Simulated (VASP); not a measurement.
# C (P6_3/mmc) in VASP: a series of runs

Aim: see how the results for C move with the level of theory and the settings. Levels: r2SCAN, r2SCAN+rVV10. Tasks: single point.

All numbers are computed with VASP 6.6.1; they aren't measurements. Logs are shortened: lines on timing, memory, paths and dates and some standing lists are left out, and cuts for length are marked.

## 1. The structure

Symmetry: P6_3/mmc, No. 194, hexagonal system. The conventional cell has a = 2.461 Å, b = 2.461 Å, c = 6.976 Å, α = 90.00°, β = 90.00°, γ = 120.00°. Around C (site symmetry -6m2) lie 3 C at 1.42 Å. C (site symmetry -6m2) has 3 C at 1.42 Å as nearest neighbours.

The cell was built by a generator and needn't be a form met in nature.

## 2. Single point, r2SCAN

Input file INCAR:

```
PREC = Accurate
ENCUT = 520
EDIFF = 1E-6
ISMEAR = -1
SIGMA = 0.05
LREAL = False
LASPH = True
NELM = 100
ALGO = Normal
ISIF = 2
LWAVE = False
LCHARG = False
METAGGA = R2SCAN
LMIXTAU = True
NBANDS = 16
```

Input file KPOINTS:

```
Automatic mesh
0
Gamma
  16 16 4
```

Input file POSCAR:

```
C
1.0
    2.4610000000      0.0000000000      0.0000000000
   -1.2305000000      2.1312885187      0.0000000000
    0.0000000000      0.0000000000      6.9763200000
C
4
Direct
    0.0000000000      0.0000000000      0.2500000000
    0.3333333333      0.6666666667      0.2500000000
    0.0000000000      0.0000000000      0.7500000000
    0.6666666667      0.3333333333      0.7500000000
```

Potentials or basis: VASP PAW PBE potentials, release 64 (C).

On the command line:

```bash
$ cat potpaw_PBE.64/C/POTCAR > POTCAR
$ mpirun -np 1 vasp_std > vasp.out
```

OUTCAR:

```text
PREC = Accurate
   ENCUT = 520
   EDIFF = 1E-6
   ISMEAR = -1
   LREAL = False
   LASPH = True
   NELM = 100
   ISIF = 2
   METAGGA = R2SCAN

 ion  position               nearest neighbor table
   1  0.000  0.000  0.250-   2 1.42   2 1.42   2 1.42
   2  0.333  0.667  0.250-   1 1.42   1 1.42   1 1.42
   3  0.000  0.000  0.750-   4 1.42   4 1.42   4 1.42
   4  0.667  0.333  0.750-   3 1.42   3 1.42   3 1.42

  LATTYP: Found a hexagonal cell.
 ALAT       =     2.4610000000
 C/A-ratio  =     2.8347501016

  Lattice vectors:

 A1 = (   2.4610000000,   0.0000000000,   0.0000000000)
 A2 = (  -1.2305000000,   2.1312885187,   0.0000000000)
 A3 = (   0.0000000000,   0.0000000000,   6.9763200000)

Analysis of symmetry for initial positions (statically):
=====================================================================
 Subroutine PRICEL returns:
 Original cell was already a primitive cell.

 Routine SETGRP: Setting up the symmetry group for a
 hexagonal supercell.

 Subroutine GETGRP returns: Found 24 space group operations
 (whereof 12 operations were pure point group operations)
 out of a pool of 24 trial point group operations.

The static configuration has the point symmetry D_3d.
 The point group associated with its full space group is D_6h.

Analysis of symmetry for dynamics (positions and initial velocities):
=====================================================================
 Subroutine PRICEL returns:
 Original cell was already a primitive cell.

 Routine SETGRP: Setting up the symmetry group for a
 hexagonal supercell.

 Subroutine GETGRP returns: Found 24 space group operations
 (whereof 12 operations were pure point group operations)
 out of a pool of 24 trial point group operations.

The dynamic configuration has the point symmetry D_3d.
 The point group associated with its full space group is D_6h.

 Subroutine INISYM returns: Found 24 space group operations
 (whereof 12 operations are pure point group operations),
 and found     1 'primitive' translations

----------------------------------------------------------------------------------------

                                     Primitive cell

  volume of cell :      36.5915

  direct lattice vectors                    reciprocal lattice vectors
     2.461000000  0.000000000  0.000000000     0.406338887  0.234599866  0.000000000
    -1.230500000  2.131288519  0.000000000     0.000000000  0.469199731  0.000000000
     0.000000000  0.000000000  6.976320000     0.000000000  0.000000000  0.143342049

  length of vectors
     2.461000000  2.461000000  6.976320000     0.469199731  0.469199731  0.143342049

  position of ions in fractional coordinates (direct lattice)
     0.000000000  0.000000000  0.250000000
     0.333333333  0.666666667  0.250000000
     0.000000000  0.000000000  0.750000000
     0.666666667  0.333333333  0.750000000

  ion indices of the primitive-cell ions
   primitive index   ion index
                 1           1
                 2           2
                 3           3
                 4           4

----------------------------------------------------------------------------------------

 KPOINTS: Automatic mesh

Automatic generation of k-mesh.
 Grid dimensions read from file:
 generate k-points for:   16   16    4

 Generating k-lattice:

  Cartesian coordinates                     Fractional coordinates (reciprocal lattice)
     0.025396180  0.014662492  0.000000000     0.062500000  0.000000000  0.000000000
     0.000000000  0.029324983  0.000000000     0.000000000  0.062500000  0.000000000
     0.000000000  0.000000000  0.035835512     0.000000000  0.000000000  0.250000000

  Length of vectors
     0.029324983  0.029324983  0.035835512

  Shift w.r.t. Gamma in fractional coordinates (k-lattice)
     0.000000000  0.000000000  0.000000000

 Subroutine IBZKPT returns following result:
 ===========================================

 Found     90 irreducible k-points:

 Following reciprocal coordinates:
            Coordinates               Weight
  0.000000  0.000000  0.000000      1.000000
  0.062500  0.000000  0.000000      6.000000
  0.125000  0.000000  0.000000      6.000000
  0.187500 -0.000000  0.000000      6.000000
  0.250000  0.000000  0.000000      6.000000
  0.312500 -0.000000  0.000000      6.000000
[... 16 lines left out ...]
  0.187500  0.187500  0.000000      6.000000
  0.250000  0.187500  0.000000     12.000000
 [... further k-points ...]
   k-points           NKPTS =     90   k-points in BZ     NKDIM =     90   number of bands    NBANDS=     16
   number of dos      NEDOS =    301   number of ions     NIONS =      4
   total plane-waves  NPLWV =  17496
   dimension x,y,z NGX =    18 NGY =   18 NGZ =   54
   dimension x,y,z NGXF=    36 NGYF=   36 NGZF=  108
   ions per type =               4
   NGX,Y,Z   is equivalent  to a cutoff of  12.16, 12.16, 12.87 a.u.
   NGXF,Y,Z  is equivalent  to a cutoff of  24.32, 24.32, 25.74 a.u.
 SYSTEM =  unknown system
   PREC   = accura    normal or accurate (medium, high low for compatibility)
   ISTART =      0    job   : 0-new  1-cont  2-samecut
   ICHARG =      2    charge: 1-file 2-atom 10-const
   ISPIN  =      1    spin polarized calculation?
   LNONCOLLINEAR =      F non collinear calculations
   LSORBIT =      F    spin-orbit coupling
   LASPH  =      T    aspherical Exc in radial PAW
   ENCUT  =  520.0 eV  38.22 Ry    6.18 a.u.   4.58  4.58 12.97*2*pi/ulx,y,z
   NELM   =    100;   NELMIN=  2; NELMDL= -5     # of ELM steps
   EDIFF  = 0.1E-05   stopping-criterion for ELM
   LREAL  =      F    real-space projection
   EDIFFG = 0.1E-04   stopping-criterion for IOM
   NSW    =      0    number of steps for IOM
   IBRION =     -1    ionic relax: 0-MD 1-quasi-New 2-CG
   NFREE  =      0    steps in history (QN), initial steepest desc. (CG)
   ISIF   =      2    stress and relaxation
   ISYM   =      2    0-nonsym 1-usesym 2-fastsym
   POTIM  = 0.5000    time-step for ionic-motion
   TEBEG  =    0.0;   TEEND  =   0.0 temperature during run
   PSTRESS=    0.0 pullay stress
   NELECT =      16.0000    total number of electrons
   NUPDOWN=      -1.0000    fix difference up-down
   EMIN   =  10.00;   EMAX   =-10.00  energy-range for DOS
   EFERMI =   0.00;   METHOD = LEGACY
   ISMEAR =    -1;   SIGMA  =   0.05  broadening in eV -4-tet -1-fermi 0-gaus
   EFERMI_NEDOS =   21; number of points for ismear=-14 and -15
   IALGO  =     38    algorithm
   IMIX   =      4    mixing-type and parameters
     AMIX     =   0.40;   BMIX     =  1.00
     AMIX_MAG =   1.60;   BMIX_MAG =  1.00
  volume/ion in A,a.u.               =       9.15        61.73
  Fermi-wavevector in a.u.,A,eV,Ry     =   1.242572  2.348120 21.007179  1.543984
  Thomas-Fermi vector in A             =   2.376920
   LORBIT       =      0    0 simple, 1 ext, 2 COOP (PROOUT), +10 PAW based schemes
   METAGGA = R2SCAN    functional components
   LHFCALC =     F    Hartree Fock is set to
   AEXX    =    0.0000 exact exchange contribution
   IVDW    =     0    specifies the selected vdW correction
   LEPSILON=     F    determine dielectric tensor
   LRPA    =     F    only Hartree local field effects (RPA)
 non-spin polarized calculation
  energy-cutoff  :      520.00
  volume of cell :       36.59
 maximum number of plane-waves:      1006
   NGX =  9   NGY =  9   NGZ = 25

 number of electron      15.9999995 magnetization

 Free energy of the ion-electron system (eV)
  ---------------------------------------------------
  ext. energy  EPLUGINS =         0.00000000
  ---------------------------------------------------
  free energy    TOTEN  =       -39.75255362 eV

  energy without entropy =      -39.75254323  energy(sigma->0) =      -39.75254843

 E-fermi :   4.3748     XC(G=0): -10.8512

 val. band max:        4.0166431104   @ k =   0.3125   0.3125   0.0000
 cond. band min:       4.7407228897   @ k =   0.3125   0.3125   0.0000
 fundamental gap:      0.7240797792
 Fermi energy:         4.3747894218

 k-point     1 :       0.0000    0.0000    0.0000
  band No.  band energies     occupation
      1     -16.5562      2.00000
      2     -16.3356      2.00000
      3      -4.5349      2.00000
      4      -2.8740      2.00000
      5       1.1344      2.00000
      6       1.1344      2.00000
[... 8 lines left out ...]
     15      16.6981      0.00000
     16      16.8698      0.00000

 k-point     2 :       0.0625    0.0000    0.0000
  band No.  band energies     occupation
      1     -16.4577      2.00000
      2     -16.2383      2.00000
      3      -4.4157      2.00000
      4      -2.7607      2.00000
      5       0.7258      2.00000
      6       0.7455      2.00000
[... 8 lines left out ...]
     15      16.3281      0.00000
     16      16.5194      0.00000

 k-point     3 :       0.1250    0.0000    0.0000
  band No.  band energies     occupation
      1     -16.1627      2.00000
      2     -15.9471      2.00000
      3      -4.0598      2.00000
      4      -2.4228      2.00000
      5      -0.3682      2.00000
      6      -0.3335      2.00000
[... 8 lines left out ...]
     15      15.3002      0.00000
     16      15.5575      0.00000

 k-point     4 :       0.1875   -0.0000    0.0000
  band No.  band energies     occupation
      1     -15.6733      2.00000
      2     -15.4640      2.00000
      3      -3.4717      2.00000
      4      -1.8866      2.00000
      5      -1.8669      2.00000
      6      -1.8337      2.00000
[... 8 lines left out ...]
     15      16.3604      0.00000
     16      16.3964      0.00000
[... 324 lines left out ...]
 k-point    22 :       0.4375    0.1250    0.0000
  band No.  band energies     occupation
      1     -10.7322      2.00000
      2     -10.6518      2.00000
      3      -9.4853      2.00000
      4      -9.4267      2.00000
      5      -3.6620      2.00000
      6      -3.6029      2.00000
[... 8 lines left out ...]
     15      17.9142      0.00000
     16      18.3523      0.00000

 k-point    23 :       0.1875    0.1875    0.0000
  band No.  band energies     occupation
      1     -13.9381      2.00000
      2     -13.7507      2.00000
      3      -4.7687      2.00000
      4      -4.7248      2.00000
      5      -3.1536      2.00000
      6      -3.1213      2.00000
[... 8 lines left out ...]
     15      16.6904      0.00000
     16      16.8754      0.00000

 k-point    24 :       0.2500    0.1875    0.0000
  band No.  band energies     occupation
      1     -12.9974      2.00000
      2     -12.8220      2.00000
      3      -6.0848      2.00000
      4      -6.0145      2.00000
      5      -4.0198      2.00000
      6      -3.9695      2.00000
[... 8 lines left out ...]
     15      17.5074      0.00000
     16      18.2526      0.00000

 [... further k-points ...]

------------------------ aborting loop because EDIFF is reached ----------------------------------------

  FORCE on cell =-STRESS in cart. coord.  units (eV):
  Direction    XX          YY          ZZ          XY          YZ          ZX
  --------------------------------------------------------------------------------------
  -------------------------------------------------------------------------------------
  Total       -0.3190214     -0.3190214     -0.4060255      0.0000000      0.0000000      0.0000000
  in kB      -13.9685121    -13.9685121    -17.7780295      0.0000000      0.0000000      0.0000000
  external PRESSURE =     -15.2383513 kB  Pullay stress =       0.0000000 kB

 VOLUME and BASIS-vectors are now :
 -----------------------------------------------------------------------------
  energy-cutoff  :      520.00
  volume of cell :       36.59
      direct lattice vectors                 reciprocal lattice vectors
     2.461000000  0.000000000  0.000000000     0.406338887  0.234599866  0.000000000
    -1.230500000  2.131288519  0.000000000     0.000000000  0.469199731  0.000000000
     0.000000000  0.000000000  6.976320000     0.000000000  0.000000000  0.143342049

 POSITION                                       TOTAL-FORCE (eV/Angst)
 -----------------------------------------------------------------------------------
      0.00000      0.00000      1.74408         0.000000     -0.000000     -0.000000
     -0.00000      1.42086      1.74408         0.000000      0.000000     -0.000000
      0.00000      0.00000      5.23224        -0.000000      0.000000     -0.000000
      1.23050      0.71043      5.23224         0.000000     -0.000000      0.000000
 -----------------------------------------------------------------------------------
    total drift:                               -0.000000     -0.000000      0.000000

  FREE ENERGIE OF THE ION-ELECTRON SYSTEM (eV)
  ---------------------------------------------------
  free  energy   TOTEN  =       -39.7525536218 eV

  energy  without entropy=      -39.7525432321  energy(sigma->0) =      -39.75254843
```

Run time: 3.5 min. Hardware: 1 thread of AMD EPYC 9R14 (Zen 4), shared host; peak memory 0.14 GiB.

Results:

```yaml
Free_energy: -39.7526 eV
Pressure: -1.5 GPa
Band_gap_on_the_k_mesh: 0.72 eV, direct
```

Stress tensor (GPa, compression positive):
```
-1.40  0.00  0.00
 0.00 -1.40  0.00
 0.00  0.00 -1.78
```

Caveat: the PAW data sets were made with another functional, which shifts forces and pressure a little. A k mesh can miss the band edges.

## 3. Single point, r2SCAN+rVV10

Changes to INCAR since step 2:

```diff
@@ -14,2 +14,6 @@
 LMIXTAU = True
+LUSE_VDW = True
+IVDW_NL = 2
+BPARAM = 11.95
+CPARAM = 0.0093
 NBANDS = 16
```

KPOINTS is that of step 2.

POSCAR is that of step 2.

Potentials or basis: VASP PAW PBE potentials, release 64 (C).

On the command line:

```bash
$ cat potpaw_PBE.64/C/POTCAR > POTCAR
$ mpirun -np 1 vasp_std > vasp.out
```

Wall time 4.1 min (1 thread of AMD EPYC 9R14 (Zen 4), shared host); peak memory 0.22 GiB.

The run converged. Its results:

```yaml
Free_energy: -39.4247 eV
Pressure: -1.6 GPa
Band_gap_on_the_k_mesh: 0.72 eV, direct
```

Stress tensor (GPa, compression positive):
```
-1.65  0.00  0.00
 0.00 -1.65  0.00
 0.00  0.00 -1.51
```

Levels at points of the mesh, in eV from the valence-band top:
```tsv
k point	band 6	band 7	band 8	band 9	band 10	band 11
(0.00, 0.00, 0.00)	-2.90	-2.89	-2.89	4.29	8.99	8.99
(0.50, 0.00, 0.00)	-6.47	-2.55	-1.96	1.89	2.53	7.86
(0.00, 0.00, 0.50)	-2.89	-2.89	-2.89	6.77	6.77	9.01
(0.50, 0.00, 0.50)	-6.49	-2.21	-2.21	2.06	2.06	8.02
```

Caveat: the PAW data sets were made with another functional, which shifts forces and pressure a little. r2SCAN opens gaps a little over a GGA but as a rule still falls short of measured ones.
